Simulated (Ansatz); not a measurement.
# Zr7SiO16: the cost of one run

Program: Ansatz 0.2.0. Level of theory: DFT PBE, scalar-relativistic, plane waves, PAW. These are calculated values, not measurements.

3 further runs of the same task are left out: 3 set aside as unsound or not needed.

## 1. Starting point

The cell holds 24 atoms (O16SiZr7): a = 6.817 Å, b = 7.376 Å, c = 7.376 Å, α = 90.58°, β = 116.25°, γ = 116.25°.

The coordinates of this cell stand in the input of its own run.

The host was relaxed before at PBE: a = 5.190 Å, b = 5.242 Å, c = 5.378 Å, α = 90.00°, β = 99.68°, γ = 90.00° (conventional cell), 12.019 Å³/atom.

Places, in fractions of the supercell: Si in place of Zr at (0.210, 0.445, 0.489). The start keeps the symmetry of the ideal site.

Earlier runs gave the host's free energy in this supercell, -42592.271 eV, its gap, 3.65 eV.

## 2. Charge 0, atoms relaxed

input.yaml

```yaml
crystal:
  lattice:
    - [-4.2974407741, 0.0, -5.2917550941]
    - [5.1895664815, 5.2420801746, -0.011986386]
    - [5.1895664815, -5.2420801746, -0.011986386]
  atoms:
    - { symbol: Si, position: [0.2100338419, 0.4452362339, 0.4890297915] }
    - { symbol: Zr, position: [0.2100338419, 0.9452362339, 0.9890297915] }
    - { symbol: Zr, position: [0.7100338419, 0.4890297915, 0.9452362339] }
    - { symbol: Zr, position: [0.7100338419, 0.9890297915, 0.4452362339] }
    - { symbol: Zr, position: [0.2899661581, 0.0109702085, 0.5547637661] }
    - { symbol: Zr, position: [0.2899661581, 0.5109702085, 0.0547637661] }
    - { symbol: Zr, position: [0.7899661581, 0.0547637661, 0.0109702085] }
    - { symbol: Zr, position: [0.7899661581, 0.5547637661, 0.5109702085] }
    - { symbol: O, position: [0.1499981753, 0.6943158908, 0.52066632] }
    - { symbol: O, position: [0.1499981753, 0.1943158908, 0.02066632] }
    - { symbol: O, position: [0.6499981753, 0.02066632, 0.6943158908] }
    - { symbol: O, position: [0.6499981753, 0.52066632, 0.1943158908] }
    - { symbol: O, position: [0.9755306553, 0.3906502659, 0.1338962514] }
    - { symbol: O, position: [0.9755306553, 0.8906502659, 0.6338962514] }
    - { symbol: O, position: [0.5244693447, 0.3661037486, 0.6093497341] }
    - { symbol: O, position: [0.5244693447, 0.8661037486, 0.1093497341] }
    - { symbol: O, position: [0.4755306553, 0.1338962514, 0.8906502659] }
    - { symbol: O, position: [0.4755306553, 0.6338962514, 0.3906502659] }
    - { symbol: O, position: [0.0244693447, 0.1093497341, 0.3661037486] }
    - { symbol: O, position: [0.0244693447, 0.6093497341, 0.8661037486] }
    - { symbol: O, position: [0.3500018247, 0.47933368, 0.8056841092] }
    - { symbol: O, position: [0.3500018247, 0.97933368, 0.3056841092] }
    - { symbol: O, position: [0.8500018247, 0.8056841092, 0.97933368] }
    - { symbol: O, position: [0.8500018247, 0.3056841092, 0.47933368] }
  host:
    lattice:
      - [5.1895664815, 0.0, -0.011986386]
      - [0.0, 5.2420801746, 0.0]
      - [-0.8921257074, 0.0, 5.3037414801]
    atoms:
      - { symbol: Zr, position: [0.7242321835, 0.9562064424, 0.7899661581] }
      - { symbol: Zr, position: [0.7242321835, 0.5437935576, 0.2899661581] }
      - { symbol: Zr, position: [0.2757678165, 0.4562064424, 0.7100338419] }
      - { symbol: Zr, position: [0.2757678165, 0.0437935576, 0.2100338419] }
      - { symbol: O, position: [0.0649840355, 0.1736495708, 0.8500018247] }
      - { symbol: O, position: [0.0649840355, 0.3263504292, 0.3500018247] }
      - { symbol: O, position: [0.549015862, 0.2567540145, 0.0244693447] }
      - { symbol: O, position: [0.450984138, 0.7567540145, 0.4755306553] }
      - { symbol: O, position: [0.549015862, 0.2432459855, 0.5244693447] }
      - { symbol: O, position: [0.450984138, 0.7432459855, 0.9755306553] }
      - { symbol: O, position: [0.9350159645, 0.6736495708, 0.6499981753] }
      - { symbol: O, position: [0.9350159645, 0.8263504292, 0.1499981753] }
basis:
  ecutwfc: 420
  xc_grid: 2
kpoints:
  mp_grid: { grid: [2, 2, 2], shift: [0.5, 0.5, 0.5] }
hamiltonian:
  xc: pbe
scf:
  occupations: { method: gaussian, width: 0.02 }
output:
  forces: true
  stress: false
  eigenvalues: true
  charged_corrections: { defect_position: [0.21003384, 0.44523623, 0.48902979] }
  write_density: true
  write_potential: true
  elf: true
  volumetric_format: npy
relax:
  adjacent_minimum: "off"
  f_tol: 0.03
  max_steps: 40
```

Launch:

```console
> ansatz run input.yaml --threads 8 --pin off --max-ram 16384MiB --backend cpu --events-out ev --progress --plain --runs-dir out
```

Q: Estimate wall time and peak memory on 8 threads of Arm Neoverse V2, shared host.

About 23 s, with a peak of 0.85 GiB.
